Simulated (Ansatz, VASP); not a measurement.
# Two plane-wave programs on Ag

INCAR

```
PREC     = Accurate       # precision mode
ENCUT    = 520            # plane-wave cutoff, eV
EDIFF    = 1E-7           # SCF threshold, eV
ISMEAR   = -1             # smearing method
SIGMA    = 0.1            # smearing width, eV
LREAL    = False          # projectors in reciprocal space
LASPH    = True           # aspherical terms in the spheres
NELM     = 100            # most SCF steps
ALGO     = Normal         # electronic algorithm
ISIF     = 2              # what is computed and relaxed
LWAVE    = False          # write WAVECAR
LCHARG   = False          # write CHGCAR
GGA      = CA             # functional
NBANDS   = 12             # bands
```

The input KPOINTS:

```
Automatic mesh
0
Gamma
  17 17 17
```

File POSCAR:

```
Ag
1.0
   -1.3035958811      1.3035958811      1.3035958811
    1.3035958811     -1.3035958811      1.3035958811
    1.3035958811      1.3035958811     -1.3035958811
Ag
1
Direct
    0.0000000000      0.0000000000      0.0000000000
```

Input for Ansatz:

```yaml
crystal:
  lattice:
    - [-1.3035958811, 1.3035958811, 1.3035958811]
    - [1.3035958811, -1.3035958811, 1.3035958811]
    - [1.3035958811, 1.3035958811, -1.3035958811]
  atoms:
    - { symbol: Ag, position: [0.0, 0.0, 0.0] }
kpoints:
  mp_grid: { grid: [17, 17, 17] }
scf:
  occupations: { method: fermi_dirac, width: 0.1 }
hamiltonian:
  xc: lda
  pseudopotentials: { kind: paw }
output:
  forces: true
  stress: true
  eigenvalues: true
  populations: true
  write_density: true
  write_potential: true
  elf: true
  volumetric_format: npy
```

Change from the starting cell: volume scaled by 0.55, PAW files.

Alike in both runs: task single point; functional LDA; k mesh 17 × 17 × 17; occupations fermi-dirac, width 0.1 eV; no spin polarisation.

```csv
,VASP,Ansatz
version,VASP 6.6.1,Ansatz 0.2.0
potentials or method,"VASP PAW LDA potentials, release 64 (Ag)","PAW with Ansatz's default frozen-core files, scalar-relativistic"
plane-wave cutoff (eV),520,420
valence electrons in the cell,11,19
```

```csv
,VASP,Ansatz,Ansatz less VASP
pressure (GPa),414.5,411.6,-2.86
```

The two sets of potentials don't hold the same shells in valence.

Caveats: the cell as given lies far from equilibrium; so large a pressure means that the cell lies far from this level's equilibrium, or that cutoff or potentials fall short (VASP).
